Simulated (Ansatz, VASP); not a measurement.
## SrO: VASP beside Ansatz

File INCAR:

```
PREC = Accurate
ENCUT = 520
EDIFF = 1E-6
ISMEAR = 0
SIGMA = 0.023
LREAL = False
LASPH = True
NELM = 60
ALGO = Normal
ISIF = 2
LWAVE = False
LCHARG = False
GGA = PE
NBANDS = 15
```

KPOINTS

```
regular mesh
0
Gamma
  9 9 9
```

Contents of POSCAR:

```
SrO
1.0
    0.0000000000      2.5663000000      2.5663000000
    2.5663000000      0.0000000000      2.5663000000
    2.5663000000      2.5663000000      0.0000000000
Sr O
1 1
Direct
    0.5000000000      0.5000000000      0.5000000000
    0.0000000000      0.0000000000      0.0000000000
```

input.yaml

```yaml
crystal:
  lattice:
    - [0.0, 2.5663, 2.5663]
    - [2.5663, 0.0, 2.5663]
    - [2.5663, 2.5663, 0.0]
  atoms:
    - { symbol: Sr, position: [0.5, 0.5, 0.5] }
    - { symbol: O, position: [0.0, 0.0, 0.0] }
kpoints:
  mp_grid: { grid: [9, 9, 9] }
scf:
  occupations: { method: gaussian, width: 0.023 }
hamiltonian:
  xc: pbe
  pseudopotentials: { kind: all_electron, lapw: { basis_error: 0.001 } }
output:
  forces: true
  stress: true
  eigenvalues: true
```

Alike in both runs: task single point; functional PBE; k mesh 9 × 9 × 9; occupations gaussian, width 0.023 eV; no spin polarisation.

```csv
,VASP,Ansatz
version,VASP 6.6.1,Ansatz 0.2.0
potentials or method,"VASP PAW PBE potentials, release 64 (Sr_sv, O)","all-electron LAPW, scalar-relativistic"
plane-wave cutoff (eV),520,see its input
```

VASP gave:

| Item | Value |
| --- | --- |
| gap on the k mesh at the Fermi level (eV) | 3.32 |
| least direct gap on the mesh (eV) | 3.41 |
| pressure (GPa) | 3.9 |

Problem. Estimate Ansatz's values.

Solution. gap on the k mesh at the Fermi level (eV): 3.37; least direct gap on the mesh (eV): 3.45; pressure (GPa): 3.3.

Ansatz ran all-electron here, so the differences hold the error of VASP's frozen core and of both bases.

Caveats: an odd mesh through Γ misses points on the zone boundary, where band edges often lie. Expect the measured gap to be larger: semilocal functionals such as PBE lack the derivative discontinuity.
